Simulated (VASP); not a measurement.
## Si: relaxation of shape and atoms at fixed volume with LDA

Si:

```
Si
1.0
     2.65827    0.00000    0.00000
    -1.32913    2.30213    0.00000
     0.00000    0.00000    4.50721
Si
2
Direct
  0.33333 0.66667 0.25000
  0.66667 0.33333 0.75000
```

This isn't the form of Si at room conditions, which is diamond.

```yaml
Program: VASP 6.6.1
Task: relaxation of shape and atoms at fixed volume
Functional: LDA
Potentials_or_basis: VASP PAW LDA potentials, release 64 (Si)
Cutoff: 600 eV
k_mesh: 18 × 18 × 8
Occupations: methfessel-paxton, width 0.1 eV
Spin: no spin polarisation
Further_INCAR_settings: ALGO = Normal; EDIFF = 1e-07; IBRION = 2; EDIFFG = -0.01; NSW = 40; ISIF = 4
```

```yaml
Pressure_after_relaxing: 0.0 GPa
Band_gap_on_the_k_mesh: none (metal or under the smearing width)
```

Final structure:
```xyz
2
Lattice="2.6583 0.0000 0.0000 -1.3291 2.3021 0.0000 0.0000 0.0000 4.5072" Properties=species:S:1:pos:R:3 pbc="T T T"
Si    0.0000    1.5348    1.1268
Si    1.3291    0.7674    3.3804
```

Levels at points of the mesh, in eV from the Fermi level:
| k point | band 1 | band 2 | band 3 | band 4 | band 5 | band 6 | band 7 | band 8 |
| --- | --- | --- | --- | --- | --- | --- | --- | --- |
| (0.00, 0.00, 0.00) | -14.87 | -8.29 | -7.40 | 9.03 | 9.03 | 10.32 | 10.32 | 10.68 |
| (0.50, 0.00, 0.00) | -8.42 | -7.85 | -1.95 | -1.67 | -1.50 | -0.10 | 3.76 | 5.96 |
| (0.00, 0.00, 0.50) | -13.10 | -13.10 | 0.57 | 0.57 | 10.37 | 10.37 | 10.37 | 10.37 |
| (0.50, 0.00, 0.50) | -6.71 | -6.71 | -6.12 | -6.12 | 5.28 | 5.28 | 5.79 | 5.79 |

Wall time 18 s on 1 thread of Intel(R) Xeon(R) Platinum 8488C (Sapphire Rapids), on a shared host, peak memory 0.15 GiB.

Caveat: the relaxation stopped at its first step, so nothing moved.
